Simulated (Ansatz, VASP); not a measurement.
# Os in VASP and in Ansatz

File INCAR:

```
SYSTEM = Os
PREC = Accurate
ENCUT = 520
EDIFF = 1E-6
ISMEAR = 0
SIGMA = 0.1
LREAL = .False.
LASPH = .True.
NELM = 80
ALGO = Normal
ISIF = 2
LWAVE = .False.
LCHARG = .False.
GGA = PS
NBANDS = 24
```

Contents of KPOINTS:

```
Automatic mesh
0
Gamma
  6 6 4
  0 0 0
```

The input POSCAR:

```
Os
1.0
    1.5211188047     -4.8253013443      0.0000000000
    1.5211188047      4.8253013443      0.0000000000
    0.0000000000      0.0000000000      4.0256799787
Os
4
Direct
    0.0980000000      0.9020000000      0.9100000000
    0.5980000000      0.4020000000      0.5900000000
    0.9020000000      0.0980000000      0.0900000000
    0.4020000000      0.5980000000      0.4100000000
```

Input for Ansatz:

```yaml
crystal:
  lattice:
    - [1.5211188047, -4.8253013443, 0.0]
    - [1.5211188047, 4.8253013443, 0.0]
    - [0.0, 0.0, 4.0256799787]
  atoms:
    - { symbol: Os, position: [0.098, 0.902, 0.91] }
    - { symbol: Os, position: [0.598, 0.402, 0.59] }
    - { symbol: Os, position: [0.902, 0.098, 0.09] }
    - { symbol: Os, position: [0.402, 0.598, 0.41] }
basis:
  ecutwfc: 420
kpoints:
  mp_grid: { grid: [6, 6, 4] }
hamiltonian:
  xc: pbesol
scf:
  occupations: { method: gaussian, width: 0.1 }
  lower_state_search: "off"
output:
  forces: true
  stress: true
  eigenvalues: true
```

Alike in both runs: task single point; functional PBEsol; k mesh 6 × 6 × 4; occupations gaussian, width 0.1 eV; no spin polarisation.

|  | VASP | Ansatz |
| --- | --- | --- |
| version | VASP 6.6.1 | Ansatz 0.2.0 |
| potentials or method | VASP PAW PBE potentials, release 64 (Os) | scalar-relativistic, plane waves, PAW |
| plane-wave cutoff (eV) | 520 | 420 |
| valence electrons in the cell | 32 | 64 |

|  | VASP | Ansatz | Ansatz less VASP |
| --- | --- | --- | --- |
| gap on the k mesh at the Fermi level (eV) | none | none | - |
| rms of the force components (eV/Å) | 12.911 | 13.945 | +1.0340 |

Atom by atom the forces differ by 1.062 eV/Å (rms over components). A gap of «none» marks a metal or a gap that the smearing closes. With one functional, cell and mesh, what is left measures potentials, basis and numerics. The two sets of potentials don't hold the same shells in valence.

Caveats: the k mesh is coarse (spacing up to 0.39 Å⁻¹), so the values aren't converged; the PAW data sets were made with another functional, which shifts forces and pressure a little (VASP). The runs have no spin-orbit coupling, so splittings on Os are missing.
